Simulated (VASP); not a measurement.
Wanted: the native input for a VASP 6.6.1 run.

- Task: single point
- Functional: PBE
- Potentials or basis: VASP PAW PBE potentials, release 64 (Au)
- Cutoff: 520 eV
- k mesh: 11 × 11 × 11
- Occupations: gaussian, width 0.013 eV
- Spin: no spin polarisation
- Further INCAR settings: ALGO = Normal; EDIFF = 1e-07

The structure of Au lies in POSCAR:

```
Au
1.0
    0.0000000000      2.0350000000      2.0350000000
    2.0350000000      0.0000000000      2.0350000000
    2.0350000000      2.0350000000      0.0000000000
Au
1
Direct
    0.0000000000      0.0000000000      0.0000000000
```

The input as run:

INCAR

```
ALGO = Normal
EDIFF = 1E-7
ENCUT = 520
GGA = PE
ISIF = 2
ISMEAR = 0
LASPH = T
LCHARG = T
LELF = T
LREAL = F
LVHAR = T
LWAVE = F
NELM = 80
PREC = Accurate
SIGMA = 0.013000000000000001
```

KPOINTS

```
k-points
0
Gamma
  11 11 11
```

Potentials or basis: VASP PAW PBE potentials, release 64 (Au).

The run is started by

```bash
$ cat potpaw_PBE.64/Au/POTCAR > POTCAR
$ mpirun -np 1 vasp_std > vasp.out
```

It gave:

```json
{
  "Pressure": "10.5 GPa",
  "Band gap on the k mesh": "none (metal or under the smearing width)"
}
```

Wall time 17 s on 1 thread of AMD EPYC 7R43 64-Core Processor (Zen 3) (shared host), peak memory 0.11 GiB.
